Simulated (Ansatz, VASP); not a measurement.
One calculation of Ta, two programs

INCAR

```
SYSTEM = Ta
ALGO = Fast ; EDIFF = 1E-6
ENCUT = 520 ; GGA = PE
ISIF = 2 ; ISMEAR = 0
LASPH = .TRUE. ; LCHARG = .TRUE.
LELF = .TRUE. ; LREAL = .FALSE.
LVHAR = .TRUE. ; LWAVE = .FALSE.
NBANDS = 36 ; NELM = 80
PREC = Accurate ; SIGMA = 0.1
```

KPOINTS

```
k-points
0
G
  4 4 4
  0 0 0
```

File POSCAR:

```
Ta
1.0
    2.5154034555     -3.7544146685      0.0000000000
    2.5154034555      3.7544146685      0.0000000000
    0.0000000000      0.0000000000      5.6866740643
Ta
5
Direct
    0.5000000000      0.0000000000      0.2500000000
    0.0000000000      0.5000000000      0.7500000000
    0.0000000000      0.5000000000      0.2500000000
    0.5000000000      0.0000000000      0.7500000000
    0.0000000000      0.0000000000      0.0000000000
```

Input for Ansatz:

```yaml
crystal:
  lattice:
    - [2.5154034555, -3.7544146685, 0.0]
    - [2.5154034555, 3.7544146685, 0.0]
    - [0.0, 0.0, 5.6866740643]
  atoms:
    - { symbol: Ta, position: [0.5, 0.0, 0.25] }
    - { symbol: Ta, position: [0.0, 0.5, 0.75] }
    - { symbol: Ta, position: [0.0, 0.5, 0.25] }
    - { symbol: Ta, position: [0.5, 0.0, 0.75] }
    - { symbol: Ta, position: [0.0, 0.0, 0.0] }
basis:
  ecutwfc: 420
kpoints:
  mp_grid: { grid: [4, 4, 4] }
hamiltonian:
  xc: pbe
scf:
  occupations: { method: gaussian, width: 0.1 }
  lower_state_search: "off"
output:
  forces: true
  stress: true
  eigenvalues: true
```

Alike in both runs: task single point; functional PBE; k mesh 4 × 4 × 4; occupations gaussian, width 0.1 eV; no spin polarisation.

|  | VASP | Ansatz |
| --- | --- | --- |
| version | VASP 6.6.1 | Ansatz 0.2.0 |
| potentials or method | VASP PAW PBE potentials, release 64 (Ta_pv) | scalar-relativistic, plane waves, PAW |
| plane-wave cutoff (eV) | 520 | 420 |
| valence electrons in the cell | 55 | 65 |

Ansatz gave:

* gap on the k mesh at the Fermi level (eV): none
* pressure (GPa): 14.2
* largest component of the traceless stress (GPa): 15.38
* rms of the force components (eV/Å): 0.653

Which values does VASP return?

gap on the k mesh at the Fermi level (eV): none; pressure (GPa): 14.5; largest component of the traceless stress (GPa): 15.59; rms of the force components (eV/Å): 0.660.

Atom by atom the forces differ by 0.006 eV/Å (rms over components). A gap of «none» marks a metal or a gap that the smearing closes. The two sets of potentials don't hold the same shells in valence.

Caveats: the k mesh is coarse (spacing up to 0.38 Å⁻¹), so the values aren't converged; forces of over 1 eV/Å show positions far from the minimum, so gaps and moduli don't describe the material at rest. Spin-orbit coupling is left out, which matters for the levels of Ta.
